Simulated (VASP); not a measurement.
# Fe (P6_3/mmc) in VASP: settings compared

One crystal, Fe, is run at these levels: SCAN+D3+U, LDA+U, PBE+D4+U, revPBE+U, LDA; tasks: single point, band structure, hyperfine couplings, optical spectrum, equation of state.

Everything below comes from runs of VASP 6.6.1. Logs are shortened: lines on timing, memory, paths and dates and some standing lists are left out, and cuts for length are marked.

### 1 Starting point

Symmetry: P6_3/mmc, No. 194, hexagonal system. The conventional cell has a = 2.434 Å, b = 2.434 Å, c = 3.842 Å, α = 90.00°, β = 90.00°, γ = 120.00°. Fe (site symmetry -6m2) is surrounded by 12 Fe at 2.38 to 2.43 Å.

This isn't the form of Fe at room conditions, which is bcc.

### 2 Single point, SCAN+D3+U, collinear spin, antiferromagnetic start (volume scaled by 1.04)

run.py

```python
from ase.calculators.vasp import Vasp
from ase.dft.bandgap import bandgap
from ase.io import read

atoms = read('Fe.xyz')
atoms.set_initial_magnetic_moments([3.0, -3.0])
calc = Vasp(
    directory='calc',
    xc='scan',
    pp='PBE',
    setups='recommended',
    prec='Accurate',
    encut=520,
    ediff=1e-06,
    ismear=-4,
    sigma=0.005,
    lreal=False,
    lasph=True,
    nelm=150,
    algo='Normal',
    isif=2,
    lwave=False,
    lcharg=True,
    ispin=2,
    lorbit=11,
    lmaxmix=4,
    ldautype=2,
    ldauprint=1,
    lmixtau=True,
    ivdw=11,
    lelf=True,
    lvhar=True,
    nelmin=8,
    ldau_luj={'Fe': {'L': 2, 'U': 1, 'J': 0}},
    kpts=[12, 12, 7],
    gamma=True,
)
atoms.calc = calc

print('energy (eV):', atoms.get_potential_energy())
print('free energy (eV):', atoms.get_potential_energy(force_consistent=True))
print('forces (eV/A):')
print(atoms.get_forces())
print('stress (eV/A^3, Voigt):', atoms.get_stress())
print('Fermi level (eV):', calc.get_fermi_level())
print('moment (muB):', atoms.get_magnetic_moment())
print('site moments (muB):', atoms.get_magnetic_moments())
gap, top, bottom = bandgap(calc)
print('band gap (eV):', gap, 'from (spin, k, band)', top, 'to', bottom)
```

Fe.xyz

```xyz
2
Lattice="2.4661896479 0.0000000000 0.0000000000 -1.2330948240 2.1357828857 0.0000000000 0.0000000000 0.0000000000 3.8924920371" Properties=species:S:1:pos:R:3 pbc="T T T"
Fe     1.2330948241      0.7119276285      2.9193690278
Fe    -0.0000000002      1.4238552572      0.9731230093
```

Potentials or basis: VASP PAW PBE potentials, release 64 (Fe).

Launch:

```sh
$ python run.py
```

Output:

```text
energy (eV): -33.81782362
free energy (eV): -33.81782362
forces (eV/A):
[[-0.  0.  0.]
 [ 0.  0.  0.]]
stress (eV/A^3, Voigt): [-0.09843015 -0.09843015 -0.26339608 -0.         -0.          0.        ]
Fermi level (eV): 7.11447559
moment (muB): -0.0
site moments (muB): [ 2.452 -2.452]
band gap (eV): 0.0 from (spin, k, band) (None, None, None) to (None, None, None)
```

OUTCAR:

```text
ENCUT = 520.000000
   EDIFF = 1.00e-06
   METAGGA = SCAN
   PREC = Accurate
   ISIF = 2
   ISMEAR = -4
   ISPIN = 2
   LORBIT = 11
   NELM = 150
   NELMIN = 8
   IVDW = 11
   LASPH = .TRUE.
   LREAL = .FALSE.
 IVDW          = 11

 ion  position               nearest neighbor table
   1  0.667  0.333  0.750-   2 2.41   2 2.41   2 2.41   2 2.41   2 2.41   2 2.41
   2  0.333  0.667  0.250-   1 2.41   1 2.41   1 2.41   1 2.41   1 2.41   1 2.41

  LATTYP: Found a hexagonal cell.
 ALAT       =     2.4661896479
 C/A-ratio  =     1.5783425417

  Lattice vectors:

 A1 = (   2.4661896479,   0.0000000000,   0.0000000000)
 A2 = (  -1.2330948240,   2.1357828857,   0.0000000000)
 A3 = (   0.0000000000,   0.0000000000,   3.8924920371)

Analysis of symmetry for initial positions (statically):
=====================================================================
 Subroutine PRICEL returns:
 Original cell was already a primitive cell.

 Routine SETGRP: Setting up the symmetry group for a
 hexagonal supercell.

 Subroutine GETGRP returns: Found 24 space group operations
 (whereof 12 operations were pure point group operations)
 out of a pool of 24 trial point group operations.

The static configuration has the point symmetry D_3d.
 The point group associated with its full space group is D_6h.

Analysis of symmetry for dynamics (positions and initial velocities):
=====================================================================
 Subroutine PRICEL returns:
 Original cell was already a primitive cell.

 Routine SETGRP: Setting up the symmetry group for a
 hexagonal supercell.

 Subroutine GETGRP returns: Found 24 space group operations
 (whereof 12 operations were pure point group operations)
 out of a pool of 24 trial point group operations.

The dynamic configuration has the point symmetry D_3d.
 The point group associated with its full space group is D_6h.

Analysis of structural, dynamic, and magnetic symmetry:
=====================================================================
 Subroutine PRICEL returns:
 Original cell was already a primitive cell.

 Routine SETGRP: Setting up the symmetry group for a
 hexagonal supercell.

 Subroutine GETGRP returns: Found 24 space group operations
 (whereof 12 operations were pure point group operations)
 out of a pool of 24 trial point group operations.

The overall configuration has the point symmetry D_3d.
 The point group associated with its full space group is D_6h.

 Subroutine INISYM returns: Found 24 space group operations
 (whereof 12 operations are pure point group operations),
 and found     1 'primitive' translations

----------------------------------------------------------------------------------------

                                     Primitive cell

  volume of cell :      20.5027

  direct lattice vectors                    reciprocal lattice vectors
     2.466189648  0.000000000  0.000000000     0.405483820  0.234106193  0.000000000
    -1.233094824  2.135782886  0.000000000     0.000000000  0.468212386  0.000000000
     0.000000000  0.000000000  3.892492037     0.000000000  0.000000000  0.256904829

  length of vectors
     2.466189648  2.466189648  3.892492037     0.468212386  0.468212386  0.256904829

  position of ions in fractional coordinates (direct lattice)
     0.666666667  0.333333333  0.750000000
[... 161 lines left out ...]
  o =  0.8652  v = -0.0000 -0.3104  0.0000 -0.9506 -0.0000  0.0000  0.0000  0.0000  0.0000  0.0000      0.0000  0.0000  0.0000  0.0000  0.0000  0.0000  0.0000  0.0000  0.0000  0.0000
  o =  0.8652  v =  0.0000 -0.9506  0.0000  0.3104  0.0000  0.0000  0.0000  0.0000  0.0000  0.0000      0.0000  0.0000  0.0000  0.0000  0.0000  0.0000  0.0000  0.0000  0.0000  0.0000
  o =  0.8963  v = -0.0343  0.0000  0.0000 -0.0000  0.9994  0.0000  0.0000  0.0000  0.0000  0.0000      0.0000  0.0000  0.0000  0.0000  0.0000  0.0000  0.0000  0.0000  0.0000  0.0000
  o =  0.8963  v =  0.9994  0.0000  0.0000 -0.0000  0.0343  0.0000  0.0000  0.0000  0.0000  0.0000      0.0000  0.0000  0.0000  0.0000  0.0000  0.0000  0.0000  0.0000  0.0000  0.0000

atom =   2  type =  1  l = 2

 onsite density matrix

spin component  1

  0.4223 -0.0000  0.0000 -0.0000 -0.0000
 -0.0000  0.3206  0.0000 -0.0000 -0.0000
  0.0000  0.0000  0.4617 -0.0000  0.0000
 -0.0000 -0.0000 -0.0000  0.3206  0.0000
 -0.0000 -0.0000  0.0000  0.0000  0.4223

spin component  2

  0.8963 -0.0000  0.0000  0.0000  0.0000
 -0.0000  0.8652 -0.0000 -0.0000  0.0000
  0.0000 -0.0000  0.8223  0.0000  0.0000
  0.0000 -0.0000  0.0000  0.8652  0.0000
  0.0000  0.0000  0.0000  0.0000  0.8963

 occupancies and eigenvectors

  o =  0.3206  v =  0.0000  0.3104 -0.0000  0.9506 -0.0000  0.0000  0.0000  0.0000  0.0000  0.0000      0.0000  0.0000  0.0000  0.0000  0.0000  0.0000  0.0000  0.0000  0.0000  0.0000
  o =  0.3206  v =  0.0000 -0.9506  0.0000  0.3104  0.0000  0.0000  0.0000  0.0000  0.0000  0.0000      0.0000  0.0000  0.0000  0.0000  0.0000  0.0000  0.0000  0.0000  0.0000  0.0000
  o =  0.4223  v =  1.0000 -0.0000 -0.0000 -0.0000  0.0063  0.0000  0.0000  0.0000  0.0000  0.0000      0.0000  0.0000  0.0000  0.0000  0.0000  0.0000  0.0000  0.0000  0.0000  0.0000
  o =  0.4223  v = -0.0063  0.0000 -0.0000 -0.0000  1.0000  0.0000  0.0000  0.0000  0.0000  0.0000      0.0000  0.0000  0.0000  0.0000  0.0000  0.0000  0.0000  0.0000  0.0000  0.0000
  o =  0.4617  v = -0.0000 -0.0000 -1.0000  0.0000 -0.0000  0.0000  0.0000  0.0000  0.0000  0.0000      0.0000  0.0000  0.0000  0.0000  0.0000  0.0000  0.0000  0.0000  0.0000  0.0000
  o =  0.8223  v =  0.0000  0.0000  0.0000  0.0000  0.0000  0.0000 -0.0000 -1.0000  0.0000  0.0000      0.0000  0.0000  0.0000  0.0000  0.0000  0.0000  0.0000  0.0000  0.0000  0.0000
  o =  0.8652  v =  0.0000  0.0000  0.0000  0.0000  0.0000 -0.0000  0.3104 -0.0000  0.9506  0.0000      0.0000  0.0000  0.0000  0.0000  0.0000  0.0000  0.0000  0.0000  0.0000  0.0000
  o =  0.8652  v =  0.0000  0.0000  0.0000  0.0000  0.0000  0.0000  0.9506 -0.0000 -0.3104 -0.0000      0.0000  0.0000  0.0000  0.0000  0.0000  0.0000  0.0000  0.0000  0.0000  0.0000
  o =  0.8963  v =  0.0000  0.0000  0.0000  0.0000  0.0000 -0.9991  0.0000 -0.0000 -0.0000  0.0432      0.0000  0.0000  0.0000  0.0000  0.0000  0.0000  0.0000  0.0000  0.0000  0.0000
  o =  0.8963  v =  0.0000  0.0000  0.0000  0.0000  0.0000  0.0432 -0.0000  0.0000 -0.0000  0.9991      0.0000  0.0000  0.0000  0.0000  0.0000  0.0000  0.0000  0.0000  0.0000  0.0000

 BZINTS: Fermi energy:    7.114476;   16.000000 electrons
         Band energy: 0.600180E+02;  BLOECHL correction:    0.000000

 number of electron      16.0000003 magnetization      -0.0000000

 Free energy of the ion-electron system (eV)
  ---------------------------------------------------
  ext. energy  EPLUGINS =         0.00000000
  ---------------------------------------------------
  free energy    TOTEN  =       -33.61361567 eV

  energy without entropy =      -33.61361567  energy(sigma->0) =      -33.61361567

 E-fermi :   7.1145     XC(G=0): -15.0692

 val. band max:        7.1816320606   @ k =   0.4167   0.1667   0.0000
 cond. band min:       7.0928216865   @ k =   0.0833   0.0833   0.2857
 fundamental gap:     -0.0888103741
 Fermi energy:         7.1144755878

 spin component 1

 k-point     1 :       0.0000    0.0000    0.0000
  band No.  band energies     occupation
      1      -2.8370      1.00000
      2       1.1776      1.00000
      3       3.6424      1.00000
      4       3.6431      1.00000
      5       4.5416      1.00000
      6       4.5418      1.00000
      7       5.3229      1.00000
      8       6.8586      1.00000
      9       7.1140      0.91844
     10       7.1141      0.00000
     11       9.0580      0.00000
     12       9.0580      0.00000
[... 697 lines left out ...]
      1       0.5970      1.00000
      2       1.8635      1.00000
      3       2.2783      1.00000
      4       3.6240      1.00000
      5       4.0279      1.00000
      6       5.2428      1.00000
      7       5.4823      1.00000
      8       6.3030      1.00000
      9       7.5630      0.01032
     10       8.8586      0.00000
     11       9.0987      0.00000
     12      12.8735      0.00000

 [... further k-points ...]

------------------------ aborting loop because EDIFF is reached ----------------------------------------

 Edisp (eV)   -0.20421

 E6    (eV) :    -0.2042

 E8    (eV) :     0.0000

  FORCE on cell =-STRESS in cart. coord.  units (eV):
  Direction    XX          YY          ZZ          XY          YZ          ZX
  --------------------------------------------------------------------------------------
  -------------------------------------------------------------------------------------
  Total       2.01808     2.01808     5.40033    -0.00000     0.00000     0.00000
  in kB     157.70249   157.70249   422.00705    -0.00000     0.00000     0.00000
  external pressure =      245.80 kB  Pullay stress =        0.00 kB

 VOLUME and BASIS-vectors are now :
 -----------------------------------------------------------------------------
  energy-cutoff  :      520.00
  volume of cell :       20.50
      direct lattice vectors                 reciprocal lattice vectors
     2.466189648  0.000000000  0.000000000     0.405483820  0.234106193  0.000000000
    -1.233094824  2.135782886  0.000000000     0.000000000  0.468212386  0.000000000
     0.000000000  0.000000000  3.892492037     0.000000000  0.000000000  0.256904829

 POSITION                                       TOTAL-FORCE (eV/Angst)
 -----------------------------------------------------------------------------------
      1.23309      0.71193      2.91937        -0.000000      0.000000      0.000000
     -0.00000      1.42386      0.97312         0.000000      0.000000      0.000000
 -----------------------------------------------------------------------------------
    total drift:                               -0.000000      0.000000     -0.000000

  FREE ENERGIE OF THE ION-ELECTRON SYSTEM (eV)
  ---------------------------------------------------
  free  energy   TOTEN  =       -33.8178236216 eV

  energy  without entropy=      -33.8178236216  energy(sigma->0) =      -33.81782362

 total charge

# of ion       s       p       d       tot
------------------------------------------
    1        0.552   0.704   6.263   7.519
    2        0.552   0.704   6.263   7.519
--------------------------------------------------
tot          1.105   1.408  12.526  15.039

 magnetization (x)

# of ion       s       p       d       tot
------------------------------------------
    1        0.016   0.035   2.400   2.452
    2       -0.016  -0.035  -2.400  -2.452
--------------------------------------------------
tot          0.000   0.000   0.000   0.000
```

INCAR:

```text
ENCUT = 520.000000
SIGMA = 0.005000
EDIFF = 1.00e-06
ALGO = Normal
METAGGA = SCAN
PREC = Accurate
ISIF = 2
ISMEAR = -4
ISPIN = 2
LDAUPRINT = 1
LDAUTYPE = 2
LMAXMIX = 4
LORBIT = 11
NELM = 150
NELMIN = 8
IVDW = 11
LASPH = .TRUE.
LCHARG = .TRUE.
LELF = .TRUE.
LVHAR = .TRUE.
LWAVE = .FALSE.
LMIXTAU = .TRUE.
LREAL = .FALSE.
LDAU = .TRUE.
LDAUL = 2
LDAUU = 1.000
LDAUJ = 0.000
MAGMOM = 1*3.0000 1*-3.0000
```

It took 3.1 min on 1 thread of Intel Xeon Platinum 8259CL at 2.50GHz (Skylake/Cascade Lake), shared host; peak memory 0.18 GiB.

Results:

```
Free energy                                           : -33.8178 eV
Pressure                                              : 24.6 GPa
Band gap on the k mesh                                : none (metal or under the smearing width)
Net moment                                            : 0.00 μB per cell
Site moments                                          : Fe +2.45, -2.45 μB
Valence electrons inside the program's atomic spheres : Fe 7.52
Dispersion energy per atom                            : -0.102 eV
```

Stress tensor (GPa, compression positive):
```
15.77  0.00  0.00
 0.00 15.77  0.00
 0.00  0.00 42.20
```

Eigenvalues of the final occupation matrices:
| site | spin | trace | eigenvalues |
| --- | --- | --- | --- |
| site 1 d | 1 | 4.35 | 0.82 0.87 0.87 0.90 0.90 |
| site 1 d | 2 | 1.95 | 0.32 0.32 0.42 0.42 0.46 |
| site 2 d | 1 | 1.95 | 0.32 0.32 0.42 0.42 0.46 |
| site 2 d | 2 | 4.35 | 0.82 0.87 0.87 0.90 0.90 |

Caveat: the PAW data sets were made with another functional, which shifts forces and pressure a little; pairwise dispersion overbinds metals, which lowers pressure and volume; the U is typed as a test and isn't derived for this compound. The state reached can hang on the start; a lower one may exist.

(Part 1 of 3 ends here.)
